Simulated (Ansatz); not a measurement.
# Sn: levels along high-symmetry lines

```xyz
1
Lattice="-1.9031 1.9031 1.9031 1.9031 -1.9031 1.9031 1.9031 1.9031 -1.9031" Properties=species:S:1:pos:R:3 pbc="T T T"
Sn    0.0000    0.0000    0.0000
```

The cell was built from the bcc type and relaxed in the same program, and has space group Im-3m; it needn't be a known or the stable phase.

Method: Ansatz 0.2.0, DFT, PBE, all-electron LAPW, Dirac equation with spin-orbit coupling.

The runs use a Γ-centred 15×15×15 k mesh, Fermi–Dirac smearing of 0.03 eV, basis error target 1 meV/atom, no spin polarisation.

Points in fractions of the reciprocal vectors of this cell: Γ (0, 0, 0), H (0.5, -0.5, 0.5), N (0, 0, 0.5), P (0.25, 0.25, 0.25). The path joins them by straight lines in the order Γ–H–N–Γ–P–H–P–N; legs that retrace an earlier one aren't tabulated. Energies are in eV from the Fermi level.

**Question.** List the levels at Γ between -5 and 3.5 eV.

**Answer.** none.

**Question.** List the levels at P between -5 and 3.5 eV.

**Answer.** -1.70 (×2), -1.29 (×4).

**Question.** List the levels at N between -5 and 3.5 eV.

**Answer.** -4.36 (×2).

**Question.** What is the band gap?

**Answer.** none: bands cross the Fermi level, a metal.
